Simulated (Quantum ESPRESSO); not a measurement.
# E(M) of CoO

How stiff is the total moment of CoO, and does E(M) have further minima?

Method: PBE with U = 2.1 eV on Co d (ortho-atomic projectors); plane waves with GBRV 1.5 PBE potentials, no spin-orbit coupling, in Quantum ESPRESSO 7.5.

Report form: the programs' logs are mostly left out.

### Step 1. Starting point

The structure is hexagonal, space group P6_3mc (No. 186). Conventional cell: a = 3.198 Å, b = 3.198 Å, c = 5.229 Å, α = 90.00°, β = 90.00°, γ = 120.00°. Nearest to Co lie 4 O at 1.92 to 1.97 Å. Nearest to O lie 4 Co at 1.92 to 1.97 Å. Farther neighbours and most contacts between anions are not listed.

The cell comes from Materials Project 2023-11-01, a database of computed structures, and need not be the stable phase.

### Step 2. No moment imposed

pw.in

```
&CONTROL
  calculation = 'scf'
  prefix = 'pwscf'
  outdir = './tmp'
  pseudo_dir = './pseudo'
  disk_io = 'nowf'
/
&SYSTEM
  ibrav = 0
  celldm(1) = 8
  nat = 4
  ntyp = 2
  ecutwfc = 40
  ecutrho = 280
  nbnd = 35
  occupations = 'smearing'
  smearing = 'fd'
  degauss = 0.00999582
  nspin = 2
  starting_magnetization(1) = 0.1765
  starting_magnetization(2) = 0
/
&ELECTRONS
  conv_thr = 8d-09
  electron_maxstep = 150
  mixing_beta = 0.3
  diagonalization = 'cg'
/
ATOMIC_SPECIES
Co     58.9332 co_pbe_v1.2.uspp.F.UPF
O      15.9990 o_pbe_v1.2.uspp.F.UPF
CELL_PARAMETERS alat
   0.7553343373488    0.0000000000000    0.0000000000000
  -0.3776671686862    0.6541387245008    0.0000000000000
   0.0000000000000    0.0000000000000    1.2351036671339
ATOMIC_POSITIONS crystal
Co      0.0000000000    0.0000000000    0.0034741400
Co      0.3333333300    0.6666666700    0.5033624100
O       0.0000000000    0.0000000000    0.3716088500
O       0.3333333300    0.6666666700    0.8715556000
K_POINTS automatic
8 8 4 0 0 0
HUBBARD {ortho-atomic}
U Co-3d 2.1000
```

Launch:

```
$ OMP_NUM_THREADS=1 mpirun -n 2 pw.x -nk 2 -in pw.in > pw.out
```

It took 66 s on 2 MPI ranks of Arm Neoverse V2, shared host; peak memory 0.24 GiB; 2.2 min of CPU time.

Spin moment in the atom's sphere by atom:

```csv
atom,spin moment in the atom's sphere (μB)
Co1,2.42
Co2,2.42
O3,0.25
O4,0.25
```

Numbers from this step:

* smearing term TS: 0.01303 eV
* magnetization: 5.99 μB
* absolute magnetization: 6 μB
* final state: ferromagnetic

### Step 3. Moment fixed at 0 μB

The two spin channels are filled to separate Fermi energies, so that the total moment meets the target. Half of the up one less the down one is the slope dE/dM.

Edit pw.in of step 2 so:

```diff
@@ -14,3 +14,3 @@
   ecutrho = 280
-  nbnd = 35
+  nbnd = 36
   occupations = 'smearing'
@@ -19,4 +19,5 @@
   nspin = 2
-  starting_magnetization(1) = 0.1765
+  starting_magnetization(1) = 0.0088
   starting_magnetization(2) = 0
+  tot_magnetization = 0
 /
```

Run time: 100 s. Hardware: 2 MPI ranks; peak memory 0.28 GiB; 3.3 min of CPU time.

This step gave:

```yaml
magnetization: 0 μB
absolute_magnetization: 0 μB
half_the_difference_of_the_two_fermi_energies: 0 meV
largest_moment: 0 μB
```

### Step 4. Moment fixed at 0.809 μB

Edit pw.in of step 3 so:

```diff
@@ -19,5 +19,5 @@
   nspin = 2
-  starting_magnetization(1) = 0.0088
+  starting_magnetization(1) = 0.0238
   starting_magnetization(2) = 0
-  tot_magnetization = 0
+  tot_magnetization = 0.809
 /
```

Run time: 2 min. Hardware: 2 MPI ranks; peak memory 0.29 GiB.

Spin moment in the atom's sphere by atom:

```csv
atom,spin moment in the atom's sphere (μB)
Co1,0.403
Co2,0.403
O3,-0.024
O4,-0.024
```

Read from the output:

```
magnetization                                 : 0.809 μB
absolute magnetization                        : 0.951 μB
half the difference of the two Fermi energies : -224.9 meV
```

### Step 5. Moment fixed at 1.617 μB

Edit pw.in of step 4 so:

```diff
@@ -14,3 +14,3 @@
   ecutrho = 280
-  nbnd = 36
+  nbnd = 37
   occupations = 'smearing'
@@ -19,5 +19,5 @@
   nspin = 2
-  starting_magnetization(1) = 0.0238
+  starting_magnetization(1) = 0.0476
   starting_magnetization(2) = 0
-  tot_magnetization = 0.809
+  tot_magnetization = 1.617
 /
```

Run time: 2.4 min. Hardware: 2 MPI ranks; peak memory 0.3 GiB; 4.8 min of CPU time.

This step gave:

```
magnetization                                 : 1.617 μB
absolute magnetization                        : 1.836 μB
half the difference of the two Fermi energies : -417.8 meV
largest moment                                : 0.7915 μB
```

### Step 6. An input with a fault

As a test, an input with a fault in it is run.

pw.in

```
&CONTROL
  calculation = 'scf'
  prefix = 'pwscf'
  outdir = './tmp'
  pseudo_dir = './pseudo'
  disk_io = 'nowf'
/
&SYSTEM
  ibrav = 0
  nat = 4
  ntyp = 2
  ecutwfc = 40
  ecutrho = 280
  nbnd = 35
  occupations = 'smearing'
  smearing = 'fd'
  degauss = 0.00999582
  nspin = 2
  starting_magnetization(1) = 0.1765
  starting_magnetization(2) = 0
/
&ELECTRONS
  conv_thr = 8d-09
  electron_maxstep = 50
  mixing_beta = 0.3
  diagonalization = 'cg'
/
ATOMIC_SPECIES
Co     58.9332 co_pbe_v1.2.uspp.F.UPF
O      15.9990 o_pbe_v1.2.uspp.F.UPF
CELL_PARAMETERS angstrom
   3.1976457435    0.0000000000    0.0000000000
  -1.5988228718    2.7692424462    0.0000000000
   0.0000000000    0.0000000000    5.2287097100
ATOMIC_POSITIONS crystal
Co      0.0000000000    0.0000000000    0.0034741400
Co      0.3333333300    0.6666666700    0.5033624100
O       0.0000000000    0.0000000000    0.3716088500
O       0.3333333300    0.6666666700    0.8715556000
K_POINTS automatic
8 8 4 0 0 0
HUBBARD {ortho-atomic}
U Co-6f 5.0
```

Run time: 0.6 s. Hardware: 2 MPI ranks; peak memory 0.05 GiB.

The input was rejected at the start.

The program's message: “determine_hubbard_occ (1): Mismatch between the requested and available manifolds”

The fault put into the input: a U on a shell that the file lacks.

### Step 7. E(M)

The runs not shown differ in the target, the start and the number of states alone. The point at 5.99 μB is the free run, entered with slope zero.

Energy over the lowest against total spin moment:

```csv
total spin moment (μB a cell),energy over the lowest (meV a cell)
0.00,2794
0.81,2702
1.62,2439
2.43,2051
3.23,1515
4.04,1024
4.85,543
5.66,106
5.99,0
6.47,581
7.28,2395
8.09,4742
```

dE/dM against total spin moment:

```csv
total spin moment (μB a cell),dE/dM (meV/μB)
0.00,-0.0338
0.81,-225
1.62,-418
2.43,-518
3.23,-612
4.04,-598
4.85,-587
5.66,-448
5.99,0
6.47,1754
7.28,2647
8.09,3097
```

Table of largest site moment by total spin moment:

```csv
total spin moment (μB a cell),largest site moment (μB)
0.00,3.4e-5
0.81,0.403
1.62,0.792
2.43,1.16
3.23,1.49
4.04,1.80
4.85,2.07
5.66,2.32
5.99,2.42
6.47,2.51
7.28,2.65
8.09,2.79
```

### Step 8. Summary of results

| Quantity | Value |
| --- | --- |
| moment of the free run | 5.99 μB a cell |
| energy at zero total moment | 2794 meV a cell over the lowest |

At zero total moment the site moments vanish, so the 2794 meV a cell is the energy of forming them, the change of the Hubbard energy included. The points show one minimum alone. The free run has a whole-number moment, and the slope goes from -448 to 1754 meV/μB between its neighbours: a kink, as where a spin channel has a gap, so no stiffness is given. All runs start parallel; opposed orders may lie lower. Energies are free energies at an electronic temperature of 1580 K, which lowers moments and differences where the moments are itinerant.

[Logs and program files are shortened in this print: banners, set-up blocks, solver, clock and traceback lines can be left out without a mark of their own.]

[Logs are printed without paths, hosts, clocks, repeated set-up lines and the standing remarks that a program may print on its own settings, such as how far it seeks lower states.]

[Hosts, paths, dates, database ids (printed as entryN), source tags and the programs' standing remarks are cut or masked in the printed files.]

[Where a cell is said to come from a database of computed structures, the database is the Materials Project.]
